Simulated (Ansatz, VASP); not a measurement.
**P: VASP beside Ansatz**

File POSCAR:

```
P
1.0
    2.4339086054      0.0000000000      0.0000000000
    0.0000000000      2.4339086054      0.0000000000
    0.0000000000      0.0000000000      2.4339097931
P
1
Direct
    0.0000000000      0.0000000000      0.0000000000
```

File INCAR.step1:

```
SYSTEM = P
ALGO = Normal
EDIFF = 1E-4
ENCUT = 600
GGA = PE
ISMEAR = 0
LASPH = .True.
LCHARG = .False.
LREAL = .False.
LWAVE = .True.
NELM = 100
PREC = Accurate
SIGMA = 0.1
```

The input INCAR.step2:

```
SYSTEM = P
ALGO = Normal
EDIFF = 1E-6
EDIFFG = -0.005
ENCUT = 600
IBRION = 2
ISIF = 3
ISMEAR = 0
ISTART = 1
LASPH = .True.
LCHARG = .False.
LMIXTAU = .True.
LREAL = .False.
LWAVE = .False.
METAGGA = R2SCAN
NELM = 100
NSW = 100
PREC = Accurate
SIGMA = 0.1
```

File KPOINTS:

```
k-points
0
Gamma
  18 18 18
  0 0 0
```

Input for Ansatz:

```yaml
crystal:
  lattice:
    - [2.4339086054, 0.0, 0.0]
    - [0.0, 2.4339086054, 0.0]
    - [0.0, 0.0, 2.4339097931]
  atoms:
    - { symbol: P, position: [0.0, 0.0, 0.0] }
basis:
  ecutwfc: 500
kpoints:
  mp_grid: { grid: [18, 18, 18] }
hamiltonian:
  xc: r2scan
scf:
  occupations: { method: gaussian, width: 0.1 }
output:
  forces: true
  stress: true
  eigenvalues: true
relax:
  adjacent_minimum: "off"
  f_tol: 0.005
  max_steps: 80
  cell: { stress_tol: 0.05 }
```

This isn't the form of P at room conditions, which is orthorhombic.

Alike in both runs: task relaxation of cell and atoms; functional r2SCAN; k mesh 18 × 18 × 18; occupations gaussian, width 0.1 eV; no spin polarisation.

|  | VASP | Ansatz |
| --- | --- | --- |
| version | VASP 6.6.1 | Ansatz 0.2.0 |
| potentials or method | VASP PAW PBE potentials, release 64 (P) | scalar-relativistic, plane waves, PAW |
| plane-wave cutoff (eV) | 600 | 500 |
| valence electrons in the cell | 5 | 5 |

VASP gave:

```
gap on the k mesh at the Fermi level, each at its own relaxed structure (eV) : none
relaxed volume (Å³/atom)                                                     : 14.42
relaxed cell length with the largest relative difference (Å)                 : 2.434
```

What did Ansatz give for the same quantities?

gap on the k mesh at the Fermi level, each at its own relaxed structure (eV): none; relaxed volume (Å³/atom): 14.48; relaxed cell length with the largest relative difference (Å): 2.437.

A gap of «none» marks a metal or a gap that the smearing closes.

Caveats: the relaxation stopped at its first step, so nothing moved; the PAW data sets were made with another functional, which shifts forces and pressure a little (VASP).
